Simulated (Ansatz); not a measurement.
Steps from a short run of molecular dynamics on a 1×1×1 supercell (6 atoms) of SiO2 (I-42d), relaxed with r2SCAN; forces from r2SCAN in Ansatz 0.2.0, 4×4×4 mesh, Fermi-Dirac smearing of 0.020 eV, constant energy and volume (NVE), started at 100 K. Computed, non-magnetic; the trajectory is short and the cell small, so nothing here is a converged average.

Cell vectors in Å:
```
-2.4720  2.4720  3.6578
 2.4720 -2.4720  3.6578
 2.4720  2.4720 -3.6578
```

Question: At 16 fs positions (Å), velocities (Å/fs) and forces (eV/Å) are
```
Si -0.0105 -0.0126  0.0158    0.0005  0.0010  0.0004    0.2714  0.5466 -0.3744
Si -0.0008  2.4716  1.8144    0.0007 -0.0007  0.0002    0.1176 -0.2399  0.3287
O   1.2565  2.9418  2.7121   -0.0002 -0.0004 -0.0019   -0.0872  0.1675  0.2277
O   0.5352  1.2272  0.9187    0.0003 -0.0010 -0.0003   -0.6867  0.0752 -0.0134
O  -1.2381  2.0227  2.7447   -0.0001  0.0006  0.0005    0.0923 -0.4831  0.0454
O  -0.5338  3.7191  0.9379   -0.0022  0.0004  0.0008    0.2926 -0.0662 -0.2140
```
Where are the atoms one step (2 fs) later, and what forces do they feel?

Answer:
```
Si -0.0092 -0.0102  0.0163    0.1396  0.3746 -0.4090
Si  0.0008  2.4699  1.8149   -0.0172 -0.1590  0.2481
O   1.2559  2.9411  2.7085    0.0475  0.1776  0.3306
O   0.5350  1.2252  0.9181   -0.6655  0.1757  0.0476
O  -1.2382  2.0232  2.7458    0.1327 -0.4981  0.0176
O  -0.5379  3.7199  0.9392    0.3630 -0.0707 -0.2348
```
The temperature goes from 20.6 to 18.3 K.

Question: At 20 fs the positions in Å are
```
Si  -0.008  -0.007   0.016
Si   0.002   2.468   1.816
O    1.256   2.941   2.706
O    0.533   1.224   0.918
O   -1.238   2.022   2.747
O   -0.541   3.721   0.940
```
What are the forces, and how far does the free energy (smearing included) lie above that of step 0, with the atoms on their sites?

Answer: 8.9 meV an atom; forces in eV/Å:
```
Si   0.014   0.175  -0.424
Si  -0.149  -0.050   0.167
O    0.157   0.186   0.407
O   -0.618   0.264   0.100
O    0.164  -0.498  -0.003
O    0.432  -0.076  -0.247
```

Question: At 28 fs the positions in Å are
```
Si  -0.003   0.004   0.010
Si   0.005   2.462   1.821
O    1.259   2.945   2.705
O    0.513   1.225   0.919
O   -1.233   2.008   2.751
O   -0.542   3.721   0.937
```
What are the forces, and how far does the free energy (smearing included) lie above that of step 0, with the atoms on their sites?

Answer: 6.5 meV an atom; forces in eV/Å:
```
Si  -0.161  -0.518  -0.237
Si  -0.376   0.512   0.018
O    0.096   0.177   0.290
O   -0.271   0.269   0.077
O    0.125  -0.338   0.048
O    0.587  -0.102  -0.195
```

Question: At 40 fs the positions in Å are
```
Si   0.000   0.001  -0.005
Si  -0.003   2.473   1.830
O    1.263   2.962   2.717
O    0.467   1.239   0.921
O   -1.219   1.968   2.763
O   -0.506   3.715   0.921
```
What are the forces, and how far does the free energy (smearing included) lie above that of step 0, with the atoms on their sites?

Answer: 1.3 meV an atom; forces in eV/Å:
```
Si   0.132  -0.205   0.267
Si   0.058   0.299   0.067
O   -0.371  -0.005  -0.191
O    0.140  -0.229  -0.261
O   -0.076   0.179   0.108
O    0.117  -0.039   0.009
```

Question: At 44 fs positions (Å), velocities (Å/fs) and forces (eV/Å) are
```
Si  0.0025 -0.0032 -0.0079    0.0006 -0.0011 -0.0006    0.0318  0.1274  0.2239
Si -0.0063  2.4822  1.8342   -0.0007  0.0022  0.0010    0.1637 -0.2172 -0.0194
O   1.2576  2.9683  2.7187   -0.0015  0.0015  0.0003   -0.1636 -0.1104 -0.0802
O   0.4530  1.2403  0.9175   -0.0033  0.0002 -0.0011    0.1852 -0.1401 -0.1687
O  -1.2155  1.9552  2.7694    0.0009 -0.0028  0.0016   -0.0473  0.3342 -0.0017
O  -0.4885  3.7119  0.9147    0.0042 -0.0008 -0.0015   -0.1698  0.0060  0.0461
```
Where are the atoms one step (2 fs) later, and what forces do they feel?

Answer:
```
Si  0.0036 -0.0054 -0.0090   -0.0465  0.2793  0.1711
Si -0.0076  2.4863  1.8362    0.1910 -0.4812 -0.0774
O   1.2544  2.9712  2.7192   -0.0174 -0.1623  0.0049
O   0.4467  1.2406  0.9151    0.2023 -0.0571 -0.0917
O  -1.2138  1.9501  2.7725   -0.0235  0.3974 -0.0672
O  -0.4803  3.7103  0.9118   -0.3059  0.0239  0.0603
```
The temperature goes from 80.0 to 68.2 K.

Question: At 48 fs positions (Å), velocities (Å/fs) and forces (eV/Å) are
```
Si  0.0047 -0.0073 -0.0097    0.0005 -0.0008 -0.0004   -0.1257  0.4031  0.1130
Si -0.0087  2.4899  1.8380   -0.0005  0.0015  0.0009    0.2051 -0.7105 -0.1388
O   1.2511  2.9738  2.7197   -0.0016  0.0012  0.0003    0.1281 -0.2090  0.0879
O   0.4408  1.2407  0.9125   -0.0028  0.0001 -0.0013    0.2211  0.0314 -0.0088
O  -1.2122  1.9459  2.7755    0.0008 -0.0018  0.0014   -0.0032  0.4491 -0.1282
O  -0.4728  3.7088  0.9091    0.0035 -0.0008 -0.0013   -0.4254  0.0359  0.0749
```
Where are the atoms one step (2 fs) later, and what forces do they feel?

Answer:
```
Si  0.0057 -0.0085 -0.0104   -0.1931  0.4880  0.0613
Si -0.0095  2.4924  1.8397    0.2117 -0.8798 -0.1983
O   1.2482  2.9758  2.7203    0.2509 -0.2478  0.1530
O   0.4355  1.2410  0.9099    0.2444  0.1103  0.0688
O  -1.2106  1.9429  2.7782    0.0069  0.4880 -0.1766
O  -0.4664  3.7073  0.9065   -0.5206  0.0414  0.0918
```
The temperature goes from 52.8 to 36.5 K.
